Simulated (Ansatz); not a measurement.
# Thermal properties of CsBr from its phonons

All numbers below come from DFT PBE+D3(BJ), scalar-relativistic, plane waves, PAW (Ansatz 0.2.0). Cutoff 420 eV, 6×6×6 k-points (Γ-centred), fixed occupations. No spin polarisation. Phonons by linear response, acoustic sum rule imposed.

Equilibrium structure at this level:
```cif
data_structure
_symmetry_space_group_name_H-M 'Pm-3m'
_symmetry_Int_Tables_number 221
_cell_length_a 4.3029
_cell_length_b 4.3029
_cell_length_c 4.3029
_cell_angle_alpha 90.000
_cell_angle_beta 90.000
_cell_angle_gamma 90.000
_cell_volume 79.67
loop_
_atom_site_label
_atom_site_type_symbol
_atom_site_symmetry_multiplicity
_atom_site_Wyckoff_symbol
_atom_site_fract_x
_atom_site_fract_y
_atom_site_fract_z
_atom_site_occupancy
Cs1 Cs 1 a 0.00000 0.00000 0.00000 1
Br1 Br 1 b 0.50000 0.50000 0.50000 1
```

The cell has the caesium chloride type, in a space group that the Crystallography Open Database lists for this formula; it was reached from a generator's guess. Spin–orbit coupling is left out, which matters for heavy elements. The q mesh is coarse, so values between its points are rough.

Force constants from linear response on a 2×2×2 q mesh, interpolated to a fine mesh.

Question: What is the zero-point energy per atom?

Answer: 11.0 meV.

Question: How large are the vibrational entropy and heat capacity at 300 K?

Answer: S = 6.96 k_B and C_V = 2.98 k_B per atom, 99 % of the Dulong–Petit value.

Question: Tabulate them against temperature.

Answer:
```
T (K)  F_vib (meV/atom)  S (k_B/atom)  C_V (k_B/atom)
  100              -4.8          3.75            2.81
  200             -46.6          5.75            2.95
  300            -101.7          6.96            2.98
  400            -165.5          7.81            2.99
  500            -235.8          8.48            2.99
  600            -311.3          9.03            2.99
  700            -391.2          9.49            3.00
  800            -474.7          9.89            3.00
  900            -561.5         10.24            3.00
 1000            -651.1         10.56            3.00
```
